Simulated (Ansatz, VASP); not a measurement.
**In in VASP and in Ansatz**

INCAR

```
PREC = Accurate ; ENCUT = 520
EDIFF = 1E-8 ; ISMEAR = -1
SIGMA = 0.03 ; LREAL = False
LASPH = True ; NELM = 100
ALGO = Normal ; ISIF = 2
LWAVE = False ; LCHARG = False
GGA = PE ; LEFG = True
NBANDS = 12
```

Contents of KPOINTS:

```
Automatic mesh
0
Gamma
  12 12 12
```

POSCAR

```
In
1.0
    3.0243642388      0.0000000000      0.0000000000
    0.0000000000      3.0243642388      0.0000000000
    0.0000000000      0.0000000000      3.0243642388
In
1
Direct
    0.0000000000      0.0000000000      0.0000000000
```

Input for Ansatz:

```yaml
crystal:
  lattice:
    - [3.0243642388, 0.0, 0.0]
    - [0.0, 3.0243642388, 0.0]
    - [0.0, 0.0, 3.0243642388]
  atoms:
    - { symbol: In, position: [0.0, 0.0, 0.0] }
kpoints:
  mp_grid: { grid: [12, 12, 12] }
scf:
  occupations: { method: fermi_dirac, width: 0.03 }
hamiltonian:
  xc: pbe
  pseudopotentials: { kind: paw }
output:
  forces: true
  stress: true
  eigenvalues: true
  efg: { contact_densities: true }
```

Change from the starting cell: volume scaled by 0.9405, PAW files.

Alike in both runs: task electric field gradients; functional PBE; k mesh 12 × 12 × 12; occupations fermi-dirac, width 0.03 eV; no spin polarisation.

|  | VASP | Ansatz |
| --- | --- | --- |
| version | VASP 6.6.1 | Ansatz 0.2.0 |
| potentials or method | VASP PAW PBE potentials, release 64 (In_d) | PAW with Ansatz's default frozen-core files, scalar-relativistic |
| plane-wave cutoff (eV) | 520 | 420 |
| valence electrons in the cell | 13 | 13 |

|  | VASP | Ansatz | Ansatz less VASP |
| --- | --- | --- | --- |
| pressure (GPa) | 2.3 | 2.3 | +0.02 |
| Vzz of the field gradient on the site that differs most (V/Å²) | 0.0 | 0.0 | 0.00 |

Ansatz warned: «gradients_without_spin_orbit».
